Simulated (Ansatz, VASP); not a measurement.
## Hf: VASP beside Ansatz

```
Hf
1.0
     2.22587   -2.22033    0.00000
     2.22587    2.22033    0.00000
     0.00000    0.00000    9.11104
Hf
4
Direct
  0.75036 0.24964 0.12483
  0.74964 0.25036 0.62483
  0.24964 0.75036 0.87517
  0.25036 0.74964 0.37517
```

Alike in both runs: functional r2SCAN; k mesh 6 × 6 × 2; occupations gaussian, width 0.1 eV; no spin polarisation.

Ansatz relaxed the structure, and its values are those at the end. VASP's run is a single point on that final structure, the one shown.

```csv
,VASP,Ansatz
version,VASP 6.6.1,Ansatz 0.2.0
potentials or method,"VASP PAW PBE potentials, release 64 (Hf_pv)","scalar-relativistic, plane waves, PAW"
plane-wave cutoff (eV),520,500
valence electrons in the cell,40,104
```

|  | VASP | Ansatz | Ansatz less VASP |
| --- | --- | --- | --- |
| gap on the k mesh at the Fermi level (eV) | none | none | - |
| pressure (GPa) | -0.6 | 0.0 | +0.60 |
| rms of the force components (eV/Å) | 0.007 | 0.007 | +0.0003 |

A gap of «none» marks a metal or a gap that the smearing closes. The functional is the same, so the differences come from potentials, cutoffs and numerics. The two sets of potentials don't hold the same shells in valence.

Caveats: the PAW data sets were made with another functional, which shifts forces and pressure a little (VASP). Spin-orbit coupling is left out, which matters for the levels of Hf.
